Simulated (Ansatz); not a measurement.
All numbers below come from DFT PBE, scalar-relativistic, plane waves, PAW in Ansatz. All cells share a 420 eV cutoff and Γ-centred k meshes spaced at most about 0.3 Å⁻¹ (about 0.25 or finer for metals, 2π included). No spin polarisation in the final relaxations.

Formation energies are uncorrected and refer to the elements' standard structures at the same level (O₂ as a molecule).

A relaxed structure of ZnO has 9.71 Å³/atom, −0.70 eV/atom against the elements, no gap on its mesh:

```cif
data_structure
_symmetry_space_group_name_H-M 'P 1'
_symmetry_Int_Tables_number 1
_cell_length_a 2.6882
_cell_length_b 2.6882
_cell_length_c 2.6882
_cell_angle_alpha 90.000
_cell_angle_beta 90.000
_cell_angle_gamma 90.000
_cell_volume 19.43
loop_
_atom_site_label
_atom_site_type_symbol
_atom_site_fract_x
_atom_site_fract_y
_atom_site_fract_z
_atom_site_occupancy
Zn1 Zn 0.00000 0.00000 0.00000 1
O1 O 0.50000 0.50000 0.50000 1
```

Problem. Predict cell, energy and gap of AlO with the same space group and Wyckoff sites.

Solution. AlO has a = 2.769 Å: 10.62 Å³/atom, −0.65 eV/atom against the elements, no gap on its mesh. The volume per atom changes by +9.3 % and the formation energy by +0.05 eV/atom (from unrounded values). Covalent radii: Zn 1.22 Å, Al 1.21 Å; electronegativities 1.65 and 1.61. Al is surrounded by 8 O at 2.40 Å and 6 Al at 2.77 Å; O is surrounded by 8 Al at 2.40 Å and 6 O at 2.77 Å.

Space group Pm-3m (No. 221). a = 2.769 Å, b = 2.769 Å, c = 2.769 Å, α = 90.00°, β = 90.00°, γ = 90.00°
```json
{"atom": "Al", "site": "1b", "symmetry": "m-3m", "x": "0.5000", "y": "0.5000", "z": "0.5000"}
{"atom": "O", "site": "1a", "symmetry": "m-3m", "x": "0.0000", "y": "0.0000", "z": "0.0000"}
```

The two cells were relaxed from separate starts that ended on the same group and sites; neither need be the stable form of its compound. The zero gap of ZnO Pm-3m may come from the functional, which often closes small gaps. In AlO Pm-3m an odd number of electrons in the primitive cell allows no gap without spin; a larger cell or a magnetic state could open one. A magnetic state wasn't ruled out in cells without spin, among them AlO Pm-3m. Cells relaxed within their symmetry can be saddle points.
